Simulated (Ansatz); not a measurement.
Ge:

```
Ge
1.0
    -2.49590    2.65086    1.43695
     2.49590   -2.65086    1.43695
     2.49590    2.65086   -1.43695
Ge
2
Direct
  0.31406 0.06406 0.25000
  0.68594 0.93594 0.75000
```

This isn't the form of Ge at room conditions, which is diamond.

Program: Ansatz 0.2.0. Alike in all runs: task band structure; potentials or basis Ansatz PAW; no spin polarisation; cell as given; k mesh 11 × 11 × 11; cutoff (eV) 420; smearing fermi-dirac 0.05 eV.

**Question.** Order these runs on this cell by their pressure, lowest first.
A. level PBEsol
B. level BLYP
C. level revPBE

**Answer.** A (-2.5 GPa), C (2.4 GPa), B (7.4 GPa).

Caveats: the PAW data sets come from PBE, with cores solved anew for the run's functional, which leaves a small shift of forces and pressure.

Runs at the PBE level aren't shown here.
